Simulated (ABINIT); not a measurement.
Write the native input for ABINIT 10.8.3 (patched build) that does the following.

- Task: single point
- Functional: PBE
- Potentials or basis: JTH PAW PBE v2.0
- Cutoff: 435 eV
- k mesh: 10 × 10 × 10
- Occupations: fermi-dirac, width 0.05 eV
- Spin: no spin polarisation
- Fine-grid cutoff: 870.764 eV
- Exchange and correlation inside the PAW spheres: full angular mesh (pawxcdev 0, this build's default; the released program takes 1)

The system is Ir.

```xyz
1
Lattice="0.0000 1.9156 1.9156 1.9156 0.0000 1.9156 1.9156 1.9156 0.0000" Properties=species:S:1:pos:R:3 pbc="T T T"
Ir    0.0000    0.0000    0.0000
```

These files were run (other wordings do the same):

run.abi

```
pp_dirpath "./"
pseudos "Ir.GGA_PBE-JTH.xml"

acell 5.1193956283 5.1193956283 5.1193956283
rprim
     0.0000000000     0.7071067812     0.7071067812
     0.7071067812     0.0000000000     0.7071067812
     0.7071067812     0.7071067812     0.0000000000
ntypat 1
znucl 77
natom 1
typat 1
xred
     0.0000000000     0.0000000000     0.0000000000

ecut 16.0
pawecutdg 32.0

kptopt 1
ngkpt 10 10 10
nshiftk 1
shiftk 0.0 0.0 0.0

ixc 11

nband 12
occopt 3
tsmear 0.05 eV

nstep 100
tolvrs 1.0e-9

iomode 3
prtwf 0
prtden 0
prteig 0
prtebands 0
enunit 1
```

Potentials or basis: JTH PAW PBE v2.0.

Launch:

```sh
$ abinit run.abi > log 2>&1
```

It gave:

The pressure is 11.4 GPa and the band gap on the k mesh is none (metal or under the smearing width). The valence electrons inside the program's atomic spheres are Ir 13.63 (radii [1.3286] Å).

It took 5.3 s on 1 thread of Arm Neoverse V2, with other jobs on the host, peak memory 0.12 GiB.
